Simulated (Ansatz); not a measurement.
This P structure is the end of a relaxation. The cell was found from a structure generator's guess, not taken from experiment.

These are results of DFT PBE, scalar-relativistic, plane waves, PAW in Ansatz, not measurements. Cutoff 420 eV, Γ-centred mesh, Gaussian smearing, no spin polarisation.

```
P
1.0
    -4.12680    4.12680    2.45719
     4.12680   -4.12680    2.45719
     4.12680    4.12680   -2.45719
P
8
Direct
  0.57778 0.07778 0.20483
  0.87296 0.37296 0.79517
  0.07778 0.87296 0.50000
  0.37296 0.57778 0.50000
  0.62704 0.42222 0.50000
  0.92222 0.12704 0.50000
  0.12704 0.62704 0.20483
  0.42222 0.92222 0.79517
```

Energies count from the standard state of P at the same level. The references include black phosphorus.

Question: Find its symmetry and describe it.

Answer: I4/mcm (No. 140). Conventional cell: a = 8.254 Å, c = 4.914 Å. P is surrounded by 1 P at 2.22 Å, 3 P at 2.40–2.45 Å and 1 P at 2.70 Å.

Question: How far does it lie from the standard state of P?

Answer: +0.23 eV/atom. So it is a metastable form at best.

Question: Is it a metal?

Answer: Yes, bands cross the Fermi level on the 10×10×10 mesh.

Question: From what recipe could a structure generator have reached it?

Answer: One such recipe: 4-connected net of one element (I4/mcm, No. 140). Other recipes can lead to the same cell.

The last run used a 10×10×10 mesh for its 8-atom cell and Gaussian smearing of 0.10 eV. The reference form of P is held partly by dispersion forces, which this level lacks. A structure relaxed within its symmetry needn't be a true minimum. Another cell of P relaxed alike, in Pm-3m, lies 144 meV/atom lower, so this cell isn't the stable form at this level.
